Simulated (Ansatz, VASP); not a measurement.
# Cd in VASP and in Ansatz

```xyz
1
Lattice="0.0000 2.2292 2.2181 2.2181 0.0000 2.2181 2.2181 2.2292 0.0000" Properties=species:S:1:pos:R:3 pbc="T T T"
Cd    0.0000    0.0000    0.0000
```

Change from the starting cell: strain +0.0050 x Voigt [0, 1, 0, 0, 0, 0], atoms carried along.

Alike in both runs: task single point; functional PBEsol; k mesh 18 × 18 × 18; occupations gaussian, width 0.15 eV; no spin polarisation.

|  | VASP | Ansatz |
| --- | --- | --- |
| version | VASP 6.6.1 | Ansatz 0.2.0 |
| potentials or method | VASP PAW PBE potentials, release 64 (Cd) | scalar-relativistic, plane waves, PAW |
| plane-wave cutoff (eV) | 520 | 420 |
| valence electrons in the cell | 12 | 20 |

Ansatz gave:

- gap on the k mesh at the Fermi level (eV): none
- pressure (GPa): -2.4
- largest component of the traceless stress (GPa): 0.11

Task: What did VASP give for the same quantities?

Result: gap on the k mesh at the Fermi level (eV): none; pressure (GPa): -2.0; largest component of the traceless stress (GPa): 0.11.

A gap of «none» marks a metal or a gap that the smearing closes. The two sets of potentials don't hold the same shells in valence.

Caveats: the PAW data sets were made with another functional, which shifts forces and pressure a little (VASP).
